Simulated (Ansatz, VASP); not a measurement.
## PtSe2 (Sudovikovite) in VASP and in Ansatz

```
CELL_PARAMETERS angstrom
3.72168 0.00000 0.00000
-1.86084 3.22307 0.00000
0.00000 0.00000 5.45509
ATOMIC_POSITIONS crystal
Pt 0.00000 0.00000 0.00000
Se 0.33333 0.66667 0.23898
Se 0.66667 0.33333 0.76102
```

Alike in both runs: functional r2SCAN; k mesh 12 × 12 × 6; occupations gaussian, width 0.02 eV; no spin polarisation.

Ansatz relaxed the structure, and its values are those at the end. VASP's run is a single point on that final structure, the one shown.

|  | VASP | Ansatz |
| --- | --- | --- |
| version | VASP 6.6.1 | Ansatz 0.2.0 |
| potentials or method | VASP PAW PBE potentials, release 64 (Pt, Se) | scalar-relativistic, plane waves, PAW |
| plane-wave cutoff (eV) | 520 | 500 |
| valence electrons in the cell | 22 | 50 |

VASP gave:

- gap on the k mesh at the Fermi level (eV): 0.16
- least direct gap on the mesh (eV): 0.74
- pressure (GPa): 1.0
- rms of the force components (eV/Å): 0.006

Task: Estimate Ansatz's values.

Result: gap on the k mesh at the Fermi level (eV): 0.17; least direct gap on the mesh (eV): 0.75; pressure (GPa): 1.0; rms of the force components (eV/Å): 0.000.

The two sets of potentials don't hold the same shells in valence.

Caveats: the PAW data sets were made with another functional, which shifts forces and pressure a little (VASP); spin-orbit coupling is left out, which moves the levels of the heavy elements.
